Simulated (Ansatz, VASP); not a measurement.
**Two plane-wave programs on Cu**

Contents of INCAR:

```
PREC = Accurate
ENCUT = 520
EDIFF = 1E-6
ISMEAR = 0
SIGMA = 0.15
LREAL = False
LASPH = True
NELM = 100
ALGO = Normal
ISIF = 2
LWAVE = False
LCHARG = True
GGA = PE
LELF = True
LVHAR = True
NBANDS = 12
```

Contents of KPOINTS:

```
Automatic mesh
0
Gamma
  30 30 30
```

The input POSCAR:

```
Cu
1.0
   -1.5050408480      1.5050408480      1.3795566845
    1.5050408480     -1.5050408480      1.3795566845
    1.4460196382      1.4460196382     -1.3795566845
Cu
1
Direct
    0.0000000000      0.0000000000      0.0000000000
```

Input for Ansatz:

```yaml
crystal:
  lattice:
    - [-1.505040848, 1.505040848, 1.3795566845]
    - [1.505040848, -1.505040848, 1.3795566845]
    - [1.4460196382, 1.4460196382, -1.3795566845]
  atoms:
    - { symbol: Cu, position: [0.0, 0.0, 0.0] }
basis:
  ecutwfc: 420
kpoints:
  mp_grid: { grid: [30, 30, 30] }
hamiltonian:
  xc: pbe
scf:
  occupations: { method: gaussian, width: 0.15 }
output:
  forces: true
  stress: true
  eigenvalues: true
```

Change from the starting cell: strain -0.0400 x Voigt [0, 0, 0, 0, 0, 1], atoms carried along.

Alike in both runs: task single point; functional PBE; k mesh 30 × 30 × 30; occupations gaussian, width 0.15 eV; no spin polarisation.

|  | VASP | Ansatz |
| --- | --- | --- |
| version | VASP 6.6.1 | Ansatz 0.2.0 |
| potentials or method | VASP PAW PBE potentials, release 64 (Cu) | scalar-relativistic, plane waves, PAW |
| plane-wave cutoff (eV) | 520 | 420 |
| valence electrons in the cell | 11 | 19 |

```csv
,VASP,Ansatz,Ansatz less VASP
gap on the k mesh at the Fermi level (eV),none,none,-
pressure (GPa),0.8,0.3,-0.56
largest component of the traceless stress (GPa),4.12,4.14,+0.026
```

A gap of «none» marks a metal or a gap that the smearing closes. The functional is the same, so the differences come from potentials, cutoffs and numerics. The two sets of potentials don't hold the same shells in valence.
